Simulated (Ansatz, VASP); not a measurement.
TiB2 in VASP and in Ansatz

```xyz
3
Lattice="3.0292 0.0000 0.0000 -1.5146 2.6234 0.0000 0.0000 0.0000 3.2284" Properties=species:S:1:pos:R:3 pbc="T T T"
Ti    0.0000    0.0000    0.0000
B     0.0000    1.7489    1.6142
B     1.5146    0.8745    1.6142
```

Alike in both runs: task single point; functional PBE; k mesh 6 × 6 × 6; occupations gaussian, width 0.1 eV; no spin polarisation.

|  | VASP | Ansatz |
| --- | --- | --- |
| version | VASP 6.6.1 | Ansatz 0.2.0 |
| potentials or method | VASP PAW PBE potentials, release 64 (Ti_sv, B) | scalar-relativistic, plane waves, PAW |
| plane-wave cutoff (eV) | 520 | 420 |
| valence electrons in the cell | 18 | 18 |

Ansatz gave:

* gap on the k mesh at the Fermi level (eV): none
* pressure (GPa): 0.5
* largest component of the traceless stress (GPa): 1.74

Problem. Estimate VASP's values.

Solution. gap on the k mesh at the Fermi level (eV): none; pressure (GPa): 0.7; largest component of the traceless stress (GPa): 1.73.

A gap of «none» marks a metal or a gap that the smearing closes.

Caveats: the k mesh is coarse (spacing up to 0.40 Å⁻¹), so the values aren't converged.
